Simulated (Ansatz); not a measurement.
Ligand exchange: B(CH3)(SH)2 + C4H10S → B(SH)3 + C5H12

Species: B(CH3)(SH)2, singlet; C4H10S (isobutyl mercaptan) `CC(C)CS`, singlet; B(SH)3, singlet; C5H12 (isopentane) `CCC(C)C`, singlet. The partners trade CH3 for SH: B–CH3 and C–SH bonds give way to B–SH and C–CH3.

Shapes, held fixed at every level: PBE0-D4/def2-TZVP. Flexible molecules stand in one conformer, not always the lowest. Programs: Ansatz 0.2.0. Electronic energies: no zero-point or thermal term.

| level | kind | ΔE (kJ/mol) | less CCSD(T)/CBS estimate |
| --- | --- | --- | --- |
| HF/def2-TZVPP | Hartree–Fock | -54.0 | +3.4 |
| r2SCAN-D4/def2-TZVPP | meta-GGA | -58.4 | -1.0 |
| B3LYP-D4/def2-TZVPP | global hybrid | -56.6 | +0.8 |
| PBE0-D4/def2-TZVPP | global hybrid | -58.3 | -0.9 |
| MP2/def2-TZVPP | perturbation theory | -61.0 | -3.6 |
| CCSD/def2-TZVPP | coupled cluster or CI | -57.5 | -0.1 |
| CCSD(T)/CBS estimate | coupled cluster or CI | -57.4 | 0.0 |

The highest level, CCSD(T)/CBS estimate, gives ΔE = -57.4 kJ/mol; the levels span -61.0 to -54.0. The column of differences is taken from that level and isn't an error. No measured value is set beside it here. The CBS estimate extrapolates MP2 from def2-TZVPP and def2-QZVPP and adds CCSD(T) − MP2 in the triple-zeta set, cores frozen.
